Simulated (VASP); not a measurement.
Here is a VASP 6.6.1 calculation.

File INCAR:

```
SYSTEM = Ta
ALGO     = Normal         ! electronic algorithm
EDIFF    = 1E-7           ! SCF threshold, eV
ENCUT    = 520            ! plane-wave cutoff, eV
GGA      = PS             ! functional
ISIF     = 2              ! what is computed and relaxed
ISMEAR   = -1             ! smearing method
LASPH    = .True.         ! aspherical terms in the spheres
LCHARG   = .False.        ! write CHGCAR
LREAL    = .False.        ! projectors in reciprocal space
LWAVE    = .False.        ! write WAVECAR
NBANDS   = 12             ! bands
NELM     = 80             ! most SCF steps
PREC     = Accurate       ! precision mode
SIGMA    = 0.1            ! smearing width, eV
```

File KPOINTS:

```
k-points
0
Gamma
  13 13 13
  0 0 0
```

Contents of POSCAR:

```
Ta
1.0
    2.6334185700      0.0000000000      0.0000000000
    0.0000000000      2.6334185700      0.0000000000
    0.0000000000      0.0000000000      2.6334185700
Ta
1
Direct
    0.0000000000      0.0000000000      0.0000000000
```

Potentials or basis: VASP PAW PBE potentials, release 64 (Ta_pv).

Command:

```sh
$ cat potpaw_PBE.64/Ta_pv/POTCAR > POTCAR
$ mpirun -np 1 vasp_std > vasp.out
```

(1) Predict the pressure.

(2) Estimate the band gap on the k mesh.

## Answers

(1) 15.4 GPa.

(2) none (metal or under the smearing width).

Caveat: so large a pressure means that the cell lies far from this level's equilibrium, or that cutoff or potentials fall short; the potentials were made for another functional, which shifts forces and pressure.
